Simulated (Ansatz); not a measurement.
# CoO (Fm-3m) in Ansatz: further runs

The runs below take CoO through single point, with PBE.

Everything below comes from runs of Ansatz 0.2.0. Logs are shortened: lines on timing, memory, paths and dates and some standing lists are left out, and cuts for length are marked.

### 1 Starting point

The structure is cubic, space group Fm-3m (No. 225). Conventional cell: a = 4.263 Å, b = 4.263 Å, c = 4.263 Å, α = 90.00°, β = 90.00°, γ = 90.00°. Co (site symmetry m-3m) has 6 O at 2.13 Å as nearest neighbours. O (site symmetry m-3m) is surrounded by 6 Co at 2.13 Å.

### 2 Single point, PBE

The input, input.yaml:

```yaml
crystal:
  lattice:
    - [0.0, 2.1315, 2.1315]
    - [2.1315, 0.0, 2.1315]
    - [2.1315, 2.1315, 0.0]
  atoms:
    - { symbol: Co, position: [0.0, 0.0, 0.0] }
    - { symbol: O, position: [0.5, 0.5, 0.5] }
hamiltonian:
  xc: pbe
  pseudopotentials: { kind: paw }
kpoints:
  mp_grid: { grid: [11, 11, 11] }
scf:
  occupations: { method: fermi_dirac, width: 0.05 }
output:
  forces: true
  stress: true
  eigenvalues: true
```

Potentials or basis: Ansatz PAW.

Command:

```sh
$ ansatz run input.yaml --threads 2 --pin off --max-ram 5632MiB --backend cpu --events-out ev --progress --plain --runs-dir out
```

Standard output:

```text
Warning: RAYON_NUM_THREADS=2 ignored (pool sized by the plan → 2); use --threads N
Engine: ansatz 0.2.0, aarch64-unknown-linux-gnu
Pseudopotentials: kind: paw
Pseudopotential: Co, paw, valence charge 17, recommended cutoff 420 eV (normal), Co.paw.azcp
Pseudopotential: O, paw, valence charge 6, recommended cutoff 420 eV (normal), O.paw.azcp
Functional definition: PBE
  parameter kappa = 0.804
  parameter beta = 0.06672455060314922
  exchange = pbe_x(kappa = kappa, mu = beta*pi^2/3)
  correlation = pbe_c(beta = beta)
Crystal: 2 atoms, lattice volume = 19.368 Å³
Basis set: ecut = 420 eV, 339 PW (Γ), exchange–correlation on 48×48×48 points (8 copies of the dense FFT grid, shifted against one another)
Bands: 16, of which v1, the nominal top of the filled ones, is band 12 counted from 1 (11 counted from 0)
Symmetry: 48 space group operations
Space group: Fm-3m (ITA 225), of the structure as read, at distance tolerance 2.7e-5 Å
k-points: 56 of 1331
Non-local potential: Co, projectors of the file, l = 0: 3, l = 1: 2, l = 2: 3, l = 3: 1
Non-local potential: O, projectors of the file, l = 0: 2, l = 1: 2, l = 2: 1
PAW form: soft (Blöchl's): semilocal exchange-correlation on the pseudo side does not see the compensation charge
PAW one-centre angular grid: Co, 590 points (default); XC on 64 Gauss nodes
PAW one-centre angular grid: O, 110 points (default); XC on 64 Gauss nodes
Initial density: superposition of atomic densities (neutral atoms: chi_scale 0, normalization atom), corrected by the library's trained network
Initial wavefunctions: pseudopotential atomic-orbital guess
Functional: x = pbe(κ = 0.804, μ = 0.2195149727645171), c = pbe(β = 0.06672455060314922)
SCF iter   1: F=—  HF=-5691.610578 eV  |F-HF|=—  |Δ(HF+E_count)|=         —  Δρ=8.77e-3  dr2=4.51e-3  ethr=1.77e-3  ⟨swp⟩=5.2  Hψ=3848  notcnv=0
preconditioner: auto → none  [metal: Δε(μ)=0.018 eV  Ē_g=11.837 eV  σ=0.050 eV  W_gap=0.09  n_scr=8 (ndim 8)  ℏωp=32.7 eV  f_vac=0.000  D(μ)=3.82/eV (n_scr^D=64)  sad-step TF]
SCF iter   2: F=—  HF=-5691.610891 eV  |F-HF|=—  |Δ(HF+E_count)|=   3.13e-4  Δρ=4.87e-3  dr2=1.67e-3  ethr=1.96e-5  ⟨swp⟩=1.9  Hψ=1646  notcnv=0
SCF iter   3: F=—  HF=-5691.610834 eV  |F-HF|=—  |Δ(HF+E_count)|=   5.68e-5  Δρ=8.24e-4  dr2=6.26e-5  ethr=7.27e-6  ⟨swp⟩=1.0  Hψ=895  notcnv=0
SCF iter   4: F=—  HF=-5691.610814 eV  |F-HF|=—  |Δ(HF+E_count)|=   2.02e-5  Δρ=1.34e-4  dr2=1.42e-6  ethr=2.72e-7  ⟨swp⟩=2.5  Hψ=1490  notcnv=0
iter 5 did not close the SCF: its close was put off for the readings that it lacked (scf_convergence_deferred on its scf_iter line)
SCF iter   5: F=-5691.610815 eV  HF=-5691.610815 eV  |F-HF|=8.17e-8  |Δ(HF+E_count)|=   1.10e-6  Δρ=4.02e-5  dr2=8.90e-8  ethr=6.18e-9  ⟨swp⟩=2.1  Hψ=1244  notcnv=0
SCF iter   6: F=-5691.610815 eV  HF=-5691.610815 eV  |F-HF|=9.90e-10  |Δ(HF+E_count)|=   1.05e-7  Δρ=6.11e-6  dr2=1.60e-9  ethr=3.87e-10  ⟨swp⟩=2.1  Hψ=3237  notcnv=0
SCF 1 converged in 6 iterations: F = -5691.610815 eV  dr2 = 1.60e-9
SCF converged after 6 iterations
Free energy (F): -5691.610815 eV
Harris-Foulkes:  -5691.610815 eV  (|F-HF|=9.90e-10)
Internal energy: -5691.578435 eV  (E = F + TS)
E sigma→0 (E₀):  -5691.594625 eV
Entropy (-TS):   -0.032380 eV (-16.190 meV/atom)
Fermi energy:    13.629698 eV
--- Per-component energies (eV) ---
  E_band       = -299.723585
  E_kinetic    = 618.721901
  E_local      = -3445.510599  (includes V_loc(G=0)·N_el)
  E_nonlocal   = 514.635352
  E_hartree    = 1418.372593
  E_xc         = -228.412308
  E_vxc        = -293.532653  (∫ρ·V_xc dr)
  E_paw        = -1677.322839  (= ΣΔE_a)
  E_vpaw       = -530.783685  (= ΣTr[D̂ρ^β])
  E_aug_tail   = 0.002531  (compensation charges beyond the density's cutoff)
  E_ewald      = -2892.065066
  E_smearing   = -0.032380  (= −TS)
  E_closure    = -0.000000  (closes the sum)
  Σ components = -5691.610815   (vs F -5691.610815, Δ=0.00e0)
--- Forces (eV/Å), atoms counted from 1 ---
  atom   1  Co    -0.00000000     0.00000000     0.00000000
  atom   2  O      0.00000000    -0.00000000     0.00000000
  max |Σ_I F_I| component: 1.58e-29 eV/Å
--- Stress (GPa, compression-positive) ---
      -19.482740       0.000000      -0.000000
        0.000000     -19.482740       0.000000
       -0.000000       0.000000     -19.482740
  P = ⅓ Tr σ = -19.4827 GPa (-194.827 kbar)
--- Band table (eV; the first three rows and the last of 56) ---
  k-point 0: bands = ["-80.9270", "-44.2380", "-44.2380", "-44.2380", "-6.7107", "10.2879", "10.2879", "10.2879", "12.2633", "12.2633", "12.2633", "12.6400", "12.6400", "14.8857", "30.5850", "32.1886"]
  k-point 1: bands = ["-80.9268", "-44.2414", "-44.2385", "-44.2385", "-6.6288", "9.6778", "10.0004", "10.0004", "12.3456", "12.3456", "12.3911", "12.9473", "12.9473", "15.4208", "29.1547", "31.8865"]
  k-point 2: bands = ["-80.9261", "-44.2502", "-44.2397", "-44.2397", "-6.4008", "8.4766", "9.4410", "9.4410", "12.5285", "12.5285", "12.6022", "13.6071", "13.6071", "16.5738", "27.0372", "30.7853"]
  k-point 55: bands = ["-80.9223", "-44.2660", "-44.2641", "-44.2530", "-5.4105", "7.4616", "7.4966", "8.1430", "12.7559", "13.0188", "13.4365", "13.4581", "14.2121", "22.1887", "23.7162", "23.7662"]
```

Run time: 0.57 s. Hardware: 2 threads of Arm Neoverse V2, shared host; peak memory 0.28 GiB.

Results:

```yaml
Free_energy: -5691.6108 eV
Pressure: -19.5 GPa
Band_gap_on_the_k_mesh: none (metal or under the smearing width)
```

Levels at points of the mesh, in eV from the Fermi level:
```
           k point  band 10  band 11  band 12  band 13  band 14  band 15
(0.00, 0.00, 0.00)    -1.37    -1.37    -0.99    -0.99     1.26    16.96
```

Caveat: the pressure holds a Pulay correction of +0.7 GPa for the finite cutoff; an odd number of electrons without spin polarisation forces a metal; a magnetic or distorted state may lie lower; the run has no spin polarisation, though such a crystal can be magnetic; semilocal functionals often make such compounds metallic where correlation or magnetic order opens a gap, which also shifts bond lengths.

### 3 Single point, PBE, collinear spin, ferromagnetic start

Changes to input.yaml since step 2:

```diff
@@ -6,3 +6,3 @@
   atoms:
-    - { symbol: Co, position: [0.0, 0.0, 0.0] }
+    - { symbol: Co, position: [0.0, 0.0, 0.0], spin: 2.0 }
     - { symbol: O, position: [0.5, 0.5, 0.5] }
@@ -11,2 +11,4 @@
   pseudopotentials: { kind: paw }
+magnetization:
+  spin_polarized: true
 kpoints:
```

Potentials or basis: Ansatz PAW.

Command:

```sh
$ ansatz run input.yaml --threads 2 --pin off --max-ram 5632MiB --backend cpu --events-out ev --progress --plain --runs-dir out
```

Wall time 2.2 s (2 threads of Arm Neoverse V2, shared host); peak memory 0.3 GiB.

It converged, with:

```
Free energy            : -5692.1157 eV
Pressure               : -1.8 GPa
Band gap on the k mesh : none (metal or under the smearing width)
Net moment             : 2.93 μB per cell
Absolute moment        : 2.94 μB per cell
Site moments           : Co +2.49; O +0.32 μB
```

Levels at points of the mesh, in eV from the Fermi level:
Spin up:
```tsv
k point	band 10	band 11	band 12	band 13	band 14	band 15	band 16	band 17
(0.00, 0.00, 0.00)	-3.17	-3.09	-3.09	-3.09	0.89	16.72	17.99	17.99
```
Spin down:
| k point | band 7 | band 8 | band 9 | band 10 | band 11 | band 12 | band 13 | band 14 |
| --- | --- | --- | --- | --- | --- | --- | --- | --- |
| (0.00, 0.00, 0.00) | -2.61 | -2.61 | -1.10 | -1.10 | -1.10 | 0.09 | 0.09 | 1.44 |

Caveat: the pressure holds a Pulay correction of +0.7 GPa for the finite cutoff; a cell with one magnetic atom can't hold antiferromagnetic order, which such compounds often take; semilocal functionals often make such compounds metallic where correlation or magnetic order opens a gap, which also shifts bond lengths. With open d or f shells a metallic result of PBE can be an artefact of self-interaction; +U or a hybrid may open a gap.

### 4 Single point, PBE, collinear spin, random start

Changes to input.yaml since step 3:

```diff
@@ -6,3 +6,3 @@
   atoms:
-    - { symbol: Co, position: [0.0, 0.0, 0.0], spin: 2.0 }
+    - { symbol: Co, position: [0.0, 0.0, 0.0], spin: 1.71 }
     - { symbol: O, position: [0.5, 0.5, 0.5] }
```

Potentials or basis: Ansatz PAW.

Command:

```sh
$ ansatz run input.yaml --threads 2 --pin off --max-ram 5632MiB --backend cpu --events-out ev --progress --plain --runs-dir out
```

Standard output:

```text
Warning: RAYON_NUM_THREADS=2 ignored (pool sized by the plan → 2); use --threads N
[... 9 set-up lines as earlier in the session ...]
Crystal: 2 atoms, lattice volume = 19.368 Å³
Basis set: ecut = 420 eV, 339 PW (Γ), exchange–correlation on 48×48×48 points (8 copies of the dense FFT grid, shifted against one another)
[... 45 lines left out ...]
  E_kinetic    = 617.350779
  E_local      = -3437.008949  (includes V_loc(G=0)·N_el)
  E_nonlocal   = 514.214106
  E_hartree    = 1410.927056
  E_xc         = -228.579034
  E_vxc        = -293.751339  (∫ρ·V_xc dr)
  E_paw        = -1676.923247  (= ΣΔE_a)
  E_vpaw       = -528.856943  (= ΣTr[D̂ρ^β])
  E_aug_tail   = 0.002514  (compensation charges beyond the density's cutoff)
  E_ewald      = -2892.065066
  E_smearing   = -0.033820  (= −TS)
  E_closure    = 0.000000  (closes the sum)
  Σ components = -5692.115661   (vs F -5692.115661, Δ=0.00e0)
--- Forces (eV/Å), atoms counted from 1 ---
  atom   1  Co    -0.00000000    -0.00000000    -0.00000000
  atom   2  O      0.00000000    -0.00000000    -0.00000000
  max |Σ_I F_I| component: 1.70e-29 eV/Å
--- Stress (GPa, compression-positive) ---
       -1.850138      -0.000000       0.000000
        0.000000      -1.850138       0.000000
        0.000000      -0.000000      -1.850138
  P = ⅓ Tr σ = -1.8501 GPa (-18.501 kbar)
--- Band table (eV; the first three rows and the last of 112) ---
  k-point 0 ↑: bands = ["-83.0359", "-46.2998", "-46.2998", "-46.2998", "-6.3893", "10.5601", "10.5601", "10.6823", "10.6823", "10.6823", "10.7584", "10.7584", "10.7584", "14.7399", "30.5643", "31.8335", "31.8335"]
  k-point 1 ↑: bands = ["-83.0357", "-46.3028", "-46.3002", "-46.3002", "-6.3038", "9.8008", "9.8008", "9.8112", "10.7904", "10.7904", "11.0936", "11.4969", "11.4969", "15.3238", "28.9290", "31.5185", "31.5185"]
  k-point 2 ↑: bands = ["-83.0350", "-46.3107", "-46.3013", "-46.3013", "-6.0654", "8.5422", "9.0667", "9.0667", "10.9420", "10.9420", "11.3044", "12.3211", "12.3211", "16.5235", "26.7440", "30.3901", "30.3901"]
  k-point 55 ↓: bands = ["-79.9664", "-43.3302", "-43.3282", "-43.3166", "-4.4652", "8.0946", "8.1546", "8.9732", "13.3324", "13.5852", "13.9895", "14.8114", "15.5302", "22.7346", "24.0884", "24.1927", "27.4199"]
```

It took 2.3 s on 2 threads of Arm Neoverse V2, shared host; peak memory 0.3 GiB.

What came out:

```
Free energy            : -5692.1157 eV
Pressure               : -1.9 GPa
Band gap on the k mesh : none (metal or under the smearing width)
Net moment             : 2.93 μB per cell
Absolute moment        : 2.94 μB per cell
Site moments           : Co +2.49; O +0.32 μB
```

Caveat: the pressure holds a Pulay correction of +0.7 GPa for the finite cutoff; a cell with one magnetic atom can't hold antiferromagnetic order, which such compounds often take; semilocal functionals often make such compounds metallic where correlation or magnetic order opens a gap, which also shifts bond lengths. With open d or f shells a metallic result of PBE can be an artefact of self-interaction; +U or a hybrid may open a gap.

### 5 The runs side by side

```tsv
spin	gap on the mesh (eV)	pressure (GPa)	moment (μB)
off	none	-19.5	-
collinear, ferromagnetic start	none	-1.8	2.93
collinear, random start	none	-1.9	2.93
```

Alike in all rows: task single point; level PBE; potentials or basis Ansatz PAW; cell as given; k mesh 11 × 11 × 11; cutoff (eV) 420; smearing fermi-dirac 0.05 eV.

Every run on the cell as given and a fine mesh finds a metal.

Caveats: semilocal functionals often make such compounds metallic where correlation or magnetic order opens a gap, which also shifts bond lengths; a cell with one magnetic atom can't hold antiferromagnetic order, which such compounds often take (some runs); an odd number of electrons without spin polarisation forces a metal (some runs); a magnetic or distorted state may lie lower (some runs).

Total energies depend on the potentials used, so only differences within one code and one set of settings carry meaning.
